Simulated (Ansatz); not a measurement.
Run this with the Ansatz DFT code, driven from Python and show what comes out.

Script `smear.py`:
```python
"""Smearing width test for TaN."""

import warnings

import ansatz as az
from tabulate import tabulate


def main() -> None:
    warnings.simplefilter("ignore", az.DeckWarning)

    system = (
        az.Lattice.from_parameters(5.191, 5.191, 2.908, alpha=90, beta=90, gamma=120)
        .space_group(191)
        .atom("Ta", [0.0, 0.0, 0.0])
        .atom("Ta", [1 / 3, 2 / 3, 0.5])
        .atom("N", [0.5, 0.0, 0.0])
    )

    base = (
        system.calculation()
        .functional("rpbe")
        .kpoints(length=12)  # the mesh must be finer for metals
        .pseudopotentials("nc")
    )

    rows = []
    for value in [0.25, 0.15, 0.1, 0.05, 0.025]:
        r = base.occupations("cold", width=value).run().report
        rows.append((value, r["free_energy_ev"] / len(r["lattice"]["sites"]), r["n_iterations"], r["n_kpoints"]))

    print(tabulate(rows, headers=["width (eV)", "F/atom (eV)", "iterations", "k-points"], floatfmt=".4f", tablefmt="grid"))

    # the last row is the reference
    for row in rows[:-1]:
        shift = 1000 * (row[1] - rows[-1][1])
        print(f"{row[0]}: {shift:+.2f} meV/atom" + ("  (within 1 meV)" if abs(shift) < 1 else ""))


if __name__ == "__main__":
    main()
```

`python smear.py` gives:
```text
+--------------+---------------+--------------+------------+
|   width (eV) |   F/atom (eV) |   iterations |   k-points |
+==============+===============+==============+============+
|       0.2500 |    -1034.1614 |            8 |          9 |
+--------------+---------------+--------------+------------+
|       0.1500 |    -1034.1637 |            8 |          9 |
+--------------+---------------+--------------+------------+
|       0.1000 |    -1034.1644 |            8 |          9 |
+--------------+---------------+--------------+------------+
|       0.0500 |    -1034.1653 |           10 |          9 |
+--------------+---------------+--------------+------------+
|       0.0250 |    -1034.1653 |            8 |          9 |
+--------------+---------------+--------------+------------+
0.25: +3.87 meV/atom
0.15: +1.61 meV/atom
0.1: +0.82 meV/atom  (within 1 meV)
0.05: +0.00 meV/atom  (within 1 meV)
```

Going from 0.025 to 0.25 eV changes F by +3.9 meV an atom. This scheme is built to cancel the term in the square of the width, but that needs a smooth density of states and a fine mesh, and here a sizeable shift remains.

Notes:
- No spin polarisation was allowed.
- Such functionals run on norm-conserving files made under PBE, which can move pressures by some GPa.
- For a metal this mesh is far too coarse, so the numbers only illustrate the procedure.
- The narrowest width needs the finest mesh, so the last row is no converged reference.
- Spin-orbit coupling, which matters for elements this heavy, is left out.
- The structure is a deposited one; some such entries were measured under pressure or heat, so a shift against it needn't be the functional's error alone.
- Timing: 23 s on 1 thread of Arm Neoverse V1 (shared host), peak memory 0.45 GiB.
